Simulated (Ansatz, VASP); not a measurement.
# One calculation of MoS2, two programs

```xyz
3
Lattice="0.0000 2.9960 2.9960 2.9960 0.0000 2.9960 2.9960 2.9960 0.0000" Properties=species:S:1:pos:R:3 pbc="T T T"
Mo    0.0000    0.0000    0.0000
S     1.4980    1.4980    1.4980
S     4.4939    4.4939    4.4939
```

Measurements of this composition are mostly on another form, of space group No. 194.

Alike in both runs: task single point; functional PBE; k mesh 8 × 8 × 8; occupations fermi-dirac, width 0.05 eV; no spin polarisation.

|  | VASP | Ansatz |
| --- | --- | --- |
| version | VASP 6.6.1 | Ansatz 0.2.0 |
| potentials or method | VASP PAW PBE potentials, release 64 (Mo_sv, S), cutoff 520 eV | all-electron LAPW, scalar-relativistic |

```tsv
	VASP	Ansatz	Ansatz less VASP
gap on the k mesh at the Fermi level (eV)	none	none	-
pressure (GPa)	-7.0	-7.0	+0.03
```

A gap of «none» marks a metal or a gap that the smearing closes. Ansatz ran all-electron here, so the differences hold the error of VASP's frozen core and of both bases.
